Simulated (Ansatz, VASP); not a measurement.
Two plane-wave programs on SiC

File INCAR:

```
PREC = Accurate ; ENCUT = 520
EDIFF = 1E-6 ; ISMEAR = 0
SIGMA = 0.01 ; LREAL = False
LASPH = True ; NELM = 60
ALGO = Normal ; ISIF = 2
LWAVE = False ; LCHARG = False
GGA = PE ; NBANDS = 11
```

The input KPOINTS:

```
regular mesh
0
Gamma
  10 10 10
```

Contents of POSCAR:

```
SiC
1.0
    0.0000000000      2.1780497569      2.1780497569
    2.1780497569      0.0000000000      2.1780497569
    2.1780497569      2.1780497569      0.0000000000
Si C
1 1
Direct
    0.2500000000      0.2500000000      0.2500000000
    0.0000000000      0.0000000000      0.0000000000
```

Input for Ansatz:

```yaml
crystal:
  lattice:
    - [0.0, 2.1780497569, 2.1780497569]
    - [2.1780497569, 0.0, 2.1780497569]
    - [2.1780497569, 2.1780497569, 0.0]
  atoms:
    - { symbol: Si, position: [0.25, 0.25, 0.25] }
    - { symbol: C, position: [0.0, 0.0, 0.0] }
kpoints:
  mp_grid: { grid: [10, 10, 10] }
  band_path:
    path:
      - [0.0, 0.0, 0.0]
      - [-0.5, -0.5, 0.0]
      - [-0.375, -0.375, 0.25]
      - [-0.375, 0.0, 0.375]
      - [0.0, 0.0, 0.5]
      - [-0.5, -0.25, 0.25]
      - [0.0, 0.5, 0.5]
    npoints: 1
hamiltonian:
  xc: pbe
scf:
  occupations: { method: fixed }
  n_extra_bands: 4
output:
  forces: true
  stress: true
  eigenvalues: true
```

Alike in both runs: task single point; functional PBE; k mesh 10 × 10 × 10; no spin polarisation.

```csv
,VASP,Ansatz
version,VASP 6.6.1,Ansatz 0.2.0
potentials or method,"VASP PAW PBE potentials, release 64 (Si, C)","plane waves, PAW"
plane-wave cutoff (eV),520,420
occupations,"gaussian, width 0.01 eV",fixed
valence electrons in the cell,8,8
```

Ansatz gave:

- gap on the k mesh at the Fermi level (eV): 1.36
- pressure (GPa): 3.6

Question: What did VASP give for the same quantities?

Answer: gap on the k mesh at the Fermi level (eV): 1.36; pressure (GPa): 3.5.

A k mesh can miss the band edges. As with any semilocal functional, this PBE gap is likely too small.
